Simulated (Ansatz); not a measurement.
# Si2Ni: properties at the relaxed cell

The task here is to estimate one member of a computed series from the others.

Computed with Ansatz 0.2.0 (DFT PBE, scalar-relativistic, plane waves, PAW, unless a step's input says otherwise).

1 further run of the same task is left out (set aside as unsound or not needed).

**The structure to begin with**

It takes space group Fm-3m (No. 225, cubic). Conventional cell: a = 5.447 Å, b = 5.447 Å, c = 5.447 Å, α = 90.00°, β = 90.00°, γ = 90.00°. Around Si (site symmetry -43m) lie 4 Ni at 2.36 Å. Around Ni (site symmetry m-3m) lie 8 Si at 2.36 Å.

Coordinates:

```cif
data_structure
_symmetry_space_group_name_H-M 'P 1'
_symmetry_Int_Tables_number 1
_cell_length_a 3.8515
_cell_length_b 3.8515
_cell_length_c 3.8515
_cell_angle_alpha 60.000
_cell_angle_beta 60.000
_cell_angle_gamma 60.000
_cell_volume 40.40
loop_
_atom_site_label
_atom_site_type_symbol
_atom_site_fract_x
_atom_site_fract_y
_atom_site_fract_z
_atom_site_occupancy
Si1 Si 0.25000 0.25000 0.25000 1
Si2 Si 0.75000 0.75000 0.75000 1
Ni1 Ni 0.00000 0.00000 0.00000 1
```

This cell was relaxed beforehand with the same method: volume 13.47 Å³/atom, gap on the mesh none (metal).

Set-up of the first run:

Input file input.yaml:

```yaml
crystal:
  lattice:
    - [0.0, 2.7234320539, 2.7234320539]
    - [2.7234320539, 0.0, 2.7234320539]
    - [2.7234320539, 2.7234320539, 0.0]
  atoms:
    - { symbol: Si, position: [0.25, 0.25, 0.25] }
    - { symbol: Si, position: [0.75, 0.75, 0.75] }
    - { symbol: Ni, position: [0.0, 0.0, 0.0] }
basis:
  ecutwfc: 420
kpoints:
  mp_grid: { grid: [14, 14, 14] }
  band_path:
    path:
      - [[0.0, 0.0, 0.0], [0.5, 0.0, 0.5], [0.625, 0.25, 0.625]]
      - [[0.375, 0.375, 0.75], [0.0, 0.0, 0.0], [0.5, 0.5, 0.5], [0.5, 0.25, 0.75], [0.5, 0.0, 0.5]]
    npoints: 14
hamiltonian:
  xc: pbe
scf:
  occupations: { method: gaussian, width: 0.1 }
  n_extra_bands: 7
output:
  forces: true
  stress: true
  eigenvalues: true
  populations: true
  dos: { projected: true, de: 0.02, nscf_kmesh: { grid: [21, 21, 21] } }
  bader: true
```

Started as:

```sh
$ ansatz run input.yaml --threads 1 --pin off --max-ram 2560MiB --backend cpu --events-out ev --progress --plain --runs-dir out
```

Among the steps run: Electronic structure at the relaxed geometry; The cell scaled to 0.97 of its volume; Volume × 1.03; The cell scaled to 0.94 of its volume; Volume × 1.06.

One of the session's tables, all rows but one given; the rest of the session is left out.

It belongs to the step «Equation of state». 

| volume (Å³/atom) | energy above the lowest point (meV/atom) | pressure (GPa) |
| --- | --- | --- |
| 12.659 | 24.6 | 10.29 |
| 13.063 | ? | ? |
| 13.467 | 0.0 | 0.01 |
| 13.871 | 5.2 | -4.04 |
| 14.275 | 19.8 | -7.49 |

**Question.** Estimate the row for volume (Å³/atom) = 13.063.

Worked estimate for «energy above the lowest point (meV/atom)». A straight line through the neighbours (12.659, 24.6) and (13.467, 0.0) gives 24.6 + (0.0 − 24.6) × (13.063 − 12.659) / (13.467 − 12.659) = 12.3; a parabola fitted to 3 rows on both sides gives 6.5.

As computed: energy above the lowest point (meV/atom): 5.8; pressure (GPa): 4.73. In «energy above the lowest point (meV/atom)» the line misses by +6.5 and the parabola by +0.7.

Limits of these values: Spin polarisation is off in the runs that give these values; a magnetic solution could lie lower.
